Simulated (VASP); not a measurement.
Here is a VASP 6.6.1 calculation.

The input INCAR:

```
SYSTEM = LiF
  ALGO = Normal
  EDIFF = 1E-6
  ENCUT = 520
  GGA = PE
  ISIF = 2
  ISMEAR = 0
  LASPH = .TRUE.
  LCHARG = .FALSE.
  LREAL = .FALSE.
  LWAVE = .FALSE.
  NBANDS = 12
  NELM = 100
  PREC = Accurate
  SIGMA = 0.02
```

File KPOINTS:

```
k-points
0
G
  10 10 10
  0 0 0
```

The input POSCAR:

```
LiF
1.0
    2.6963400388     -0.0046583501     -0.0070643111
   -0.0046583501      2.6834655879      0.0004095253
   -0.0070643111      0.0004095253      2.6708214948
Li F
1 1
Direct
   -0.0002266038      0.0077982976      0.0382843276
    0.5002266038      0.4922017024      0.4617156724
```

Potentials or basis: VASP PAW PBE potentials, release 64 (Li_sv, F).

Launch:

```bash
$ cat potpaw_PBE.64/Li_sv/POTCAR potpaw_PBE.64/F/POTCAR > POTCAR
$ mpirun -np 1 vasp_std > vasp.out
```

**Question.** Estimate the band gap on the k mesh.

**Answer.** 6.43 eV, indirect (least direct gap 6.93 eV).

**Question.** What does it give for the largest force?

**Answer.** 0.161 eV/Å.

Forces on the atoms (eV/Å):
```
Li  -0.003  0.030  0.159
F    0.003 -0.030 -0.159
```

 A k mesh can miss the band edges.
